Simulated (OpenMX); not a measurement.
# Ti: single point with PBE

The system is Ti, a slab with vacuum.

```
Ti
1.0
     2.87085    0.00000    0.00000
     0.00000    2.87085    0.00000
     0.00000    0.00000   25.15000
Ti
6
Cartesian
  1.4354 1.4354 7.5000
  0.0000 0.0000 9.5300
  1.4354 1.4354 11.5600
  0.0000 0.0000 13.5900
  1.4354 1.4354 15.6200
  0.0000 0.0000 17.6500
```

The slab is cut from a database's or a generator's crystal, which needn't be the stable form of the element.

The cell isn't the ideal one: the (1 0 0) slab of Ti, cut from the database cell, not relaxed.

* Program: OpenMX 3.8.5
* Task: single point
* Functional: PBE
* Potentials or basis: OpenMX 2013 PBE set, Ti7.0-s3p2d2, grid cutoff 400 Ry
* k mesh: 9 × 9 × 1
* Occupations: fermi-dirac, width 0.05 eV
* Spin: no spin polarisation
* Empty atoms: 2
* Empty atom basis: H7.0-s2p1
* Empty atom height: 2.2 Å
* Mixing scheme: rmm-diisk
* SCF threshold: 1e-08 Ha
* Solver: band
* Max SCF cycles: 100

| Item | Value |
| --- | --- |
| Largest force | 0.687 eV/Å |
| Band gap on the k mesh | none (metal or under the smearing width) |
| Work function | 3.69 eV |

Forces on the atoms (eV/Å):
```
Ti   0.000  0.000  0.419
Ti   0.000  0.000 -0.687
Ti   0.000  0.000 -0.011
Ti   0.000  0.000  0.003
Ti   0.000  0.000  0.686
Ti   0.000  0.000 -0.414
```

Levels at points of the mesh, in eV from the Fermi level:
| k point | band 32 | band 33 | band 34 | band 35 | band 36 | band 37 | band 38 | band 39 | band 40 | band 41 |
| --- | --- | --- | --- | --- | --- | --- | --- | --- | --- | --- |
| (0.00, 0.00, 0.00) | -1.42 | -0.94 | -0.35 | 0.02 | 0.03 | 0.25 | 0.72 | 0.98 | 0.98 | 1.27 |

It took 4.9 min on 1 thread of Arm Neoverse V2 (shared host), peak memory 1.7 GiB.

Caveat: the basis of atomic orbitals isn't converged, which shifts pressures, moduli and gaps.
